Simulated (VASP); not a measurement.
# AgCl (Chlorargyrite) (Fm-3m) in VASP: a series of runs

Runs on AgCl (Chlorargyrite). Level: PBEsol. Tasks: relaxation of cell and atoms, relaxation of the atoms.

Program: VASP 6.6.1. These are calculated values, not measurements. Logs are shortened: lines on timing, memory, paths and dates and some standing lists are left out, and cuts for length are marked.

## 1. Starting point

It takes space group Fm-3m (No. 225, cubic). Conventional cell: a = 5.470 Å, b = 5.470 Å, c = 5.470 Å, α = 90.00°, β = 90.00°, γ = 90.00°. Ag (site symmetry m-3m) is surrounded by 6 Cl at 2.73 Å. Cl (site symmetry m-3m) is surrounded by 6 Ag at 2.73 Å.

## 2. Relaxation of cell and atoms, PBEsol

File INCAR:

```
PREC     = Accurate       # precision mode
ENCUT    = 600            # plane-wave cutoff, eV
EDIFF    = 1E-6           # SCF threshold, eV
ISMEAR   = 0              # smearing method
SIGMA    = 0.03           # smearing width, eV
LREAL    = False          # projectors in reciprocal space
LASPH    = True           # aspherical terms in the spheres
NELM     = 80             # most SCF steps
ALGO     = Normal         # electronic algorithm
ISIF     = 3              # what is computed and relaxed
LWAVE    = False          # write WAVECAR
LCHARG   = False          # write CHGCAR
GGA      = PS             # functional
IBRION   = 2              # ionic algorithm
NSW      = 90             # ionic steps
EDIFFG   = -0.01          # ionic threshold
```

File KPOINTS:

```
regular mesh
0
Gamma
  8 8 8
```

File POSCAR:

```
AgCl
1.0
    0.0000000000      2.7350000000      2.7350000000
    2.7350000000      0.0000000000      2.7350000000
    2.7350000000      2.7350000000      0.0000000000
Ag Cl
1 1
Direct
    0.0000000000      0.0000000000      0.0000000000
    0.5000000000      0.5000000000      0.5000000000
```

Potentials or basis: VASP PAW PBE potentials, release 64 (Ag, Cl).

Command:

```
cat potpaw_PBE.64/Ag/POTCAR potpaw_PBE.64/Cl/POTCAR > POTCAR
mpirun -np 1 vasp_std > vasp.out
```

OUTCAR:

```text
PREC = Accurate
   ENCUT = 600
   EDIFF = 1E-6
   ISMEAR = 0
   LREAL = False
   LASPH = True
   NELM = 80
   ISIF = 3
   GGA = PS
   IBRION = 2
   NSW = 90
   EDIFFG = -0.01

 ion  position               nearest neighbor table
   1  0.000  0.000  0.000-   2 2.73   2 2.73   2 2.73   2 2.73   2 2.73   2 2.73
   2  0.500  0.500  0.500-   1 2.73   1 2.73   1 2.73   1 2.73   1 2.73   1 2.73

  LATTYP: Found a face centered cubic cell.
 ALAT       =     5.4700000000

  Lattice vectors:

 A1 = (   0.0000000000,   2.7350000000,   2.7350000000)
 A2 = (   2.7350000000,   0.0000000000,   2.7350000000)
 A3 = (   2.7350000000,   2.7350000000,   0.0000000000)

Analysis of symmetry for initial positions (statically):
=====================================================================
 Subroutine PRICEL returns:
 Original cell was already a primitive cell.

 Routine SETGRP: Setting up the symmetry group for a
 face centered cubic supercell.

 Subroutine GETGRP returns: Found 48 space group operations
 (whereof 48 operations were pure point group operations)
 out of a pool of 48 trial point group operations.

The static configuration has the point symmetry O_h .

Analysis of symmetry for dynamics (positions and initial velocities):
=====================================================================
 Subroutine PRICEL returns:
 Original cell was already a primitive cell.

 Routine SETGRP: Setting up the symmetry group for a
 face centered cubic supercell.

 Subroutine GETGRP returns: Found 48 space group operations
 (whereof 48 operations were pure point group operations)
 out of a pool of 48 trial point group operations.

The dynamic configuration has the point symmetry O_h .

 Subroutine INISYM returns: Found 48 space group operations
 (whereof 48 operations are pure point group operations),
 and found     1 'primitive' translations

----------------------------------------------------------------------------------------

                                     Primitive cell

  volume of cell :      40.9168

  direct lattice vectors                    reciprocal lattice vectors
     0.000000000  2.735000000  2.735000000    -0.182815356  0.182815356  0.182815356
     2.735000000  0.000000000  2.735000000     0.182815356 -0.182815356  0.182815356
     2.735000000  2.735000000  0.000000000     0.182815356  0.182815356 -0.182815356

  length of vectors
     3.867874093  3.867874093  3.867874093     0.316645486  0.316645486  0.316645486

  position of ions in fractional coordinates (direct lattice)
     0.000000000  0.000000000  0.000000000
     0.500000000  0.500000000  0.500000000

  ion indices of the primitive-cell ions
   primitive index   ion index
                 1           1
                 2           2

----------------------------------------------------------------------------------------

 KPOINTS: regular mesh

Automatic generation of k-mesh.
 Grid dimensions read from file:
 generate k-points for:    8    8    8

 Generating k-lattice:

  Cartesian coordinates                     Fractional coordinates (reciprocal lattice)
    -0.022851920  0.022851920  0.022851920     0.125000000  0.000000000  0.000000000
     0.022851920 -0.022851920  0.022851920     0.000000000  0.125000000  0.000000000
     0.022851920  0.022851920 -0.022851920     0.000000000  0.000000000  0.125000000

  Length of vectors
     0.039580686  0.039580686  0.039580686

  Shift w.r.t. Gamma in fractional coordinates (k-lattice)
     0.000000000  0.000000000  0.000000000

 Subroutine IBZKPT returns following result:
 ===========================================

[... 60 lines left out ...]
   EMIN   =  10.00;   EMAX   =-10.00  energy-range for DOS
   EFERMI =   0.00;   METHOD = LEGACY
   ISMEAR =     0;   SIGMA  =   0.03  broadening in eV -4-tet -1-fermi 0-gaus
   EFERMI_NEDOS =   21; number of points for ismear=-14 and -15
   IALGO  =     38    algorithm
   IMIX   =      4    mixing-type and parameters
     AMIX     =   0.40;   BMIX     =  1.00
     AMIX_MAG =   1.60;   BMIX_MAG =  1.00
  volume/ion in A,a.u.               =      20.46       138.06
  Fermi-wavevector in a.u.,A,eV,Ry     =   1.245083  2.352866 21.092186  1.550232
  Thomas-Fermi vector in A             =   2.379321
   LORBIT       =      0    0 simple, 1 ext, 2 COOP (PROOUT), +10 PAW based schemes
   GGA     = PS    functional components
   LHFCALC =     F    Hartree Fock is set to
   AEXX    =    0.0000 exact exchange contribution
   IVDW    =     0    specifies the selected vdW correction
   LEPSILON=     F    determine dielectric tensor
   LRPA    =     F    only Hartree local field effects (RPA)
 conjugate gradient relaxation of ions
 non-spin polarized calculation
 Gauss-broadening in eV      SIGMA  =   0.03
  energy-cutoff  :      600.00
  volume of cell :       40.92
 maximum number of plane-waves:      1384
   NGX = 15   NGY = 15   NGZ = 15

--------------------------------------- Ionic step        1  -------------------------------------------

 number of electron      17.9999998 magnetization

 Free energy of the ion-electron system (eV)
  ---------------------------------------------------
  ext. energy  EPLUGINS =         0.00000000
  ---------------------------------------------------
  free energy    TOTEN  =        -6.06023304 eV

  energy without entropy =       -6.06023304  energy(sigma->0) =       -6.06023304

------------------------ aborting loop because EDIFF is reached ----------------------------------------

  FORCE on cell =-STRESS in cart. coord.  units (eV):
  Direction    XX          YY          ZZ          XY          YZ          ZX
  --------------------------------------------------------------------------------------
  -------------------------------------------------------------------------------------
  Total       -0.1896113     -0.1896113     -0.1896113     -0.0000000      0.0000000      0.0000000
  in kB       -7.4245945     -7.4245945     -7.4245945     -0.0000000      0.0000000      0.0000000
  external PRESSURE =      -7.4245945 kB  Pullay stress =       0.0000000 kB

 VOLUME and BASIS-vectors are now :
 -----------------------------------------------------------------------------
  energy-cutoff  :      600.00
  volume of cell :       40.92
      direct lattice vectors                 reciprocal lattice vectors
     0.000000000  2.735000000  2.735000000    -0.182815356  0.182815356  0.182815356
     2.735000000  0.000000000  2.735000000     0.182815356 -0.182815356  0.182815356
     2.735000000  2.735000000  0.000000000     0.182815356  0.182815356 -0.182815356

 POSITION                                       TOTAL-FORCE (eV/Angst)
 -----------------------------------------------------------------------------------
      0.00000      0.00000      0.00000         0.000000     -0.000000     -0.000000
      2.73500      2.73500      2.73500        -0.000000      0.000000      0.000000
 -----------------------------------------------------------------------------------
    total drift:                                0.000000     -0.000000     -0.000000

  FREE ENERGIE OF THE ION-ELECTRON SYSTEM (eV)
  ---------------------------------------------------
  free  energy   TOTEN  =        -6.0602330440 eV

  energy  without entropy=       -6.0602330440  energy(sigma->0) =       -6.06023304

--------------------------------------- Ionic step        2  -------------------------------------------

 number of electron      17.9999997 magnetization

 Free energy of the ion-electron system (eV)
  ---------------------------------------------------
  ext. energy  EPLUGINS =         0.00000000
  ---------------------------------------------------
  free energy    TOTEN  =        -6.06153008 eV

  energy without entropy =       -6.06153008  energy(sigma->0) =       -6.06153008

 E-fermi :   4.5942     XC(G=0): -10.5070

 val. band max:        4.4358640800   @ k =   0.5000   0.0000   0.0000
 cond. band min:       5.1583850731   @ k =   0.0000   0.0000   0.0000
 fundamental gap:      0.7225209932
 Fermi energy:         4.5941547248

 k-point     1 :       0.0000    0.0000    0.0000
  band No.  band energies     occupation
      1     -11.0927      2.00000
      2       1.7201      2.00000
      3       1.7201      2.00000
      4       1.7201      2.00000
      5       1.7634      2.00000
      6       1.7634      2.00000
      7       1.8703      2.00000
      8       1.8703      2.00000
      9       1.8703      2.00000
     10       5.1584      0.00000
     11      15.1605      0.00000
     12      15.1605      0.00000
     13      15.1605      0.00000
[... 354 lines left out ...]
  band No.  band energies     occupation
      1     -10.5324      2.00000
      2      -0.9107      2.00000
      3      -0.0812      2.00000
      4      -0.0142      2.00000
      5       2.0753      2.00000
      6       2.1525      2.00000
      7       2.4267      2.00000
      8       3.3381      2.00000
      9       3.8774      2.00000
     10       9.3913      0.00000
     11       9.8611      0.00000
     12      12.4211      0.00000
     13      12.8268      0.00000

 [... further k-points ...]

------------------------ aborting loop because EDIFF is reached ----------------------------------------

  FORCE on cell =-STRESS in cart. coord.  units (eV):
  Direction    XX          YY          ZZ          XY          YZ          ZX
  --------------------------------------------------------------------------------------
  -------------------------------------------------------------------------------------
  Total        0.0033114      0.0033114      0.0033114      0.0000000      0.0000000     -0.0000000
  in kB        0.1314590      0.1314590      0.1314590      0.0000000      0.0000000     -0.0000000
  external PRESSURE =       0.1314590 kB  Pullay stress =       0.0000000 kB

 VOLUME and BASIS-vectors are now :
 -----------------------------------------------------------------------------
  energy-cutoff  :      600.00
  volume of cell :       40.36
      direct lattice vectors                 reciprocal lattice vectors
    -0.000000000  2.722490998  2.722490998    -0.183655336  0.183655336  0.183655336
     2.722490998  0.000000000  2.722490998     0.183655336 -0.183655336  0.183655336
     2.722490998  2.722490998  0.000000000     0.183655336  0.183655336 -0.183655336

 POSITION                                       TOTAL-FORCE (eV/Angst)
 -----------------------------------------------------------------------------------
     -0.00000      2.72249      2.72249        -0.000000     -0.000000     -0.000000
      2.72249      2.72249      2.72249         0.000000      0.000000      0.000000
 -----------------------------------------------------------------------------------
    total drift:                               -0.000000     -0.000000     -0.000000

  FREE ENERGIE OF THE ION-ELECTRON SYSTEM (eV)
  ---------------------------------------------------
  free  energy   TOTEN  =        -6.0615300755 eV

  energy  without entropy=       -6.0615300755  energy(sigma->0) =       -6.06153008

 reached required accuracy - stopping structural energy minimisation
```

It took 13 s on 1 thread of AMD EPYC 9R45 (Zen 5), shared host; peak memory 0.16 GiB.

What came out:

| Property | Result |
| --- | --- |
| Free energy | -6.0615 eV |
| Relaxed volume | 20.18 Å³/atom |
| Relaxed cell | a = 3.850 Å, b = 3.850 Å, c = 3.850 Å, α = 60.00°, β = 60.00°, γ = 60.00° |
| Space group after relaxing (to 0.05 Å) | Fm-3m (No. 225) |
| Energy gained by relaxing | 0.6 meV/atom |
| Ionic steps | 2 |
| Pressure after relaxing | 0.0 GPa |
| Band gap on the k mesh | 0.72 eV, indirect (least direct gap 3.23 eV) |

Step by step:
| step | energy change (eV) | largest force (eV/Å) | pressure (GPa) | volume (Å³) |
| --- | --- | --- | --- | --- |
| 1 | 0.0000 | 0.0000 | -0.74 | 40.92 |
| 2 | -0.0013 | 0.0000 | 0.01 | 40.36 |

Final structure:
```
CELL_PARAMETERS angstrom
0.00000 2.72249 2.72249
2.72249 0.00000 2.72249
2.72249 2.72249 0.00000
ATOMIC_POSITIONS crystal
Ag 0.00000 0.00000 0.00000
Cl 0.50000 0.50000 0.50000
```

Levels at points of the mesh, in eV from the valence-band top:
```
           k point  band 5  band 6  band 7  band 8  band 9  band 10  band 11  band 12  band 13
(0.00, 0.00, 0.00)   -2.67   -2.67   -2.57   -2.57   -2.57     0.72    10.72    10.72    10.72
(0.50, 0.00, 0.00)   -2.28   -2.28   -1.94    0.00    0.00     3.88     6.75     7.42     7.42
(0.50, 0.50, 0.00)   -3.11   -2.45   -2.14   -2.14   -2.02     2.14     7.78     8.64    11.64
```

Caveat: the PAW data sets were made with another functional, which shifts forces and pressure a little.

## 3. Relaxation of cell and atoms, PBEsol

This run uses another cell than the first one, of 20.18 Å³/atom, 0.986 times its volume.

Edit INCAR of step 2 so:

```diff
@@ -2,3 +2,3 @@
 ENCUT    = 600            # plane-wave cutoff, eV
-EDIFF    = 1E-6           # SCF threshold, eV
+EDIFF    = 1E-7           # SCF threshold, eV
 ISMEAR   = 0              # smearing method
@@ -15,2 +15,2 @@
 NSW      = 90             # ionic steps
-EDIFFG   = -0.01          # ionic threshold
+EDIFFG   = -0.005         # ionic threshold
```

KPOINTS is that of step 2.

File POSCAR:

```
AgCl                                    
1.0
   -0.0000000000      2.7224909976      2.7224909976
    2.7224909976      0.0000000000      2.7224909976
    2.7224909976      2.7224909976      0.0000000000
  Ag              Cl            
     1     1
Direct
     1.0000000000000000    0.0000000000000000    0.0000000000000000
     0.5000000000000000    0.5000000000000000    0.5000000000000000
```

Potentials or basis: VASP PAW PBE potentials, release 64 (Ag, Cl).

Command:

```
cat potpaw_PBE.64/Ag/POTCAR potpaw_PBE.64/Cl/POTCAR > POTCAR
mpirun -np 1 vasp_std > vasp.out
```

It took 8.4 s on 1 thread of AMD EPYC 9R45 (Zen 5), shared host; peak memory 0.15 GiB.

The run converged. Its results:

```yaml
Free_energy: -6.0614 eV
Pressure_after_relaxing: 0.0 GPa
Band_gap_on_the_k_mesh: 0.72 eV, indirect (least direct gap 3.23 eV)
```

Final structure:
```cif
data_structure
_symmetry_space_group_name_H-M 'P 1'
_symmetry_Int_Tables_number 1
_cell_length_a 3.8502
_cell_length_b 3.8502
_cell_length_c 3.8502
_cell_angle_alpha 60.000
_cell_angle_beta 60.000
_cell_angle_gamma 60.000
_cell_volume 40.36
loop_
_atom_site_label
_atom_site_type_symbol
_atom_site_fract_x
_atom_site_fract_y
_atom_site_fract_z
_atom_site_occupancy
Ag1 Ag 0.00000 0.00000 0.00000 1
Cl1 Cl 0.50000 0.50000 0.50000 1
```

Levels at points of the mesh, in eV from the valence-band top:
```csv
k point,band 6,band 7,band 8,band 9,band 10,band 11,band 12,band 13
"(0.00, 0.00, 0.00)",-2.67,-2.57,-2.57,-2.57,0.72,10.72,10.72,10.72
"(0.50, 0.00, 0.00)",-2.28,-1.94,0.00,0.00,3.88,6.75,7.42,7.42
"(0.50, 0.50, 0.00)",-2.45,-2.15,-2.15,-2.02,2.14,7.78,8.64,11.64
```

Caveat: the relaxation stopped at its first step, so nothing moved; the PAW data sets were made with another functional, which shifts forces and pressure a little. As with any semilocal functional, this PBEsol gap is likely too small.

## 4. Relaxation of the atoms, PBEsol (a relaxed cell with its volume scaled by 0.94)

Edit INCAR of step 3 so:

```diff
@@ -8,4 +8,4 @@
 NELM     = 80             # most SCF steps
-ALGO     = Normal         # electronic algorithm
-ISIF     = 3              # what is computed and relaxed
+ALGO     = Fast           # electronic algorithm
+ISIF     = 2              # what is computed and relaxed
 LWAVE    = False          # write WAVECAR
@@ -14,3 +14,3 @@
 IBRION   = 2              # ionic algorithm
-NSW      = 90             # ionic steps
-EDIFFG   = -0.005         # ionic threshold
+NSW      = 40             # ionic steps
+EDIFFG   = -0.01          # ionic threshold
```

KPOINTS is that of step 3.

File POSCAR:

```
AgCl                                    
1.0
    0.0000000000      2.6669143624      2.6669143624
    2.6669143624      0.0000000000      2.6669143624
    2.6669143624      2.6669143624      0.0000000000
  Ag              Cl            
     1     1
Direct
     0.0000000000000000    0.0000000000000000    0.0000000000000000
     0.5000000000000000    0.5000000000000000    0.5000000000000000
```

Command:

```
cat potpaw_PBE.64/Ag/POTCAR potpaw_PBE.64/Cl/POTCAR > POTCAR
mpirun -np 1 vasp_std > vasp.out
```

Run time: 10 s. Hardware: 1 thread of AMD EPYC 9R45 (Zen 5), shared host; peak memory 0.14 GiB.

Results (log left out):

```yaml
Free_energy: -6.0310 eV
Pressure_after_relaxing: 4.2 GPa
Band_gap_on_the_k_mesh: 0.73 eV, indirect (least direct gap 3.48 eV)
```

Final structure:
```yaml
crystal:
  lattice:
    - [0.00000, 2.66691, 2.66691]
    - [2.66691, 0.00000, 2.66691]
    - [2.66691, 2.66691, 0.00000]
  atoms:
    - { symbol: Ag, position: [0.00000, 0.00000, 0.00000] }
    - { symbol: Cl, position: [0.50000, 0.50000, 0.50000] }
```

Levels at points of the mesh, in eV from the valence-band top:
```tsv
k point	band 5	band 6	band 7	band 8	band 9	band 10	band 11	band 12	band 13
(0.00, 0.00, 0.00)	-2.97	-2.97	-2.84	-2.84	-2.84	0.73	10.70	10.70	10.70
(0.50, 0.00, 0.00)	-2.52	-2.52	-2.14	0.00	0.00	3.69	7.12	7.28	7.28
(0.50, 0.50, 0.00)	-3.48	-2.72	-2.36	-2.36	-2.18	2.02	7.69	8.86	11.97
```

Caveat: the relaxation stopped at its first step, so nothing moved; the PAW data sets were made with another functional, which shifts forces and pressure a little. A k mesh can miss the band edges.

## 5. Relaxation of the atoms, PBEsol (a relaxed cell with its volume scaled by 0.96)

INCAR is that of step 4.

KPOINTS is that of step 4.

File POSCAR:

```
AgCl                                    
1.0
    0.0000000000      2.6856960682      2.6856960682
    2.6856960682      0.0000000000      2.6856960682
    2.6856960682      2.6856960682      0.0000000000
  Ag              Cl            
     1     1
Direct
     0.0000000000000000    0.0000000000000000    0.0000000000000000
     0.5000000000000000    0.5000000000000000    0.5000000000000000
```

Command:

```
cat potpaw_PBE.64/Ag/POTCAR potpaw_PBE.64/Cl/POTCAR > POTCAR
mpirun -np 1 vasp_std > vasp.out
```

It took 10 s on 1 thread of AMD EPYC 9R45 (Zen 5), shared host; peak memory 0.14 GiB.

The run converged. Its results:

```yaml
Free_energy: -6.0482 eV
Pressure_after_relaxing: 2.6 GPa
Band_gap_on_the_k_mesh: 0.73 eV, indirect (least direct gap 3.39 eV)
```

Final structure:
```
Ag Cl
1.0
     0.00000    2.68570    2.68570
     2.68570    0.00000    2.68570
     2.68570    2.68570    0.00000
Ag Cl
1 1
Direct
  0.00000 0.00000 0.00000
  0.50000 0.50000 0.50000
```

Levels at points of the mesh, in eV from the valence-band top:
| k point | band 5 | band 6 | band 7 | band 8 | band 9 | band 10 | band 11 | band 12 | band 13 |
| --- | --- | --- | --- | --- | --- | --- | --- | --- | --- |
| (0.00, 0.00, 0.00) | -2.87 | -2.87 | -2.74 | -2.74 | -2.74 | 0.73 | 10.71 | 10.71 | 10.71 |
| (0.50, 0.00, 0.00) | -2.44 | -2.44 | -2.07 | 0.00 | 0.00 | 3.75 | 6.99 | 7.33 | 7.33 |
| (0.50, 0.50, 0.00) | -3.35 | -2.62 | -2.28 | -2.28 | -2.12 | 2.06 | 7.72 | 8.78 | 11.86 |

Caveat: the relaxation stopped at its first step, so nothing moved; the PAW data sets were made with another functional, which shifts forces and pressure a little.

## 6. Summary

| task | cell | gap on the mesh (eV) | pressure (GPa) |
| --- | --- | --- | --- |
| relaxation of cell and atoms | relaxed | 0.72 | 0.0 |
| relaxation of the atoms | atoms relaxed from: a relaxed cell with its volume scaled by 0.94 | 0.73 | 4.2 |
| relaxation of the atoms | atoms relaxed from: a relaxed cell with its volume scaled by 0.96 | 0.73 | 2.6 |

Alike in all rows: level PBEsol; potentials or basis VASP PAW PBE potentials, release 64 (Ag, Cl); no spin polarisation; k mesh 8 × 8 × 8; cutoff (eV) 600; smearing gaussian 0.03 eV.

Caveats: the relaxation stopped at its first step, so nothing moved; the PAW data sets were made with another functional, which shifts forces and pressure a little.

Total energies depend on the potentials used, so only differences within one code and one set of settings carry meaning.
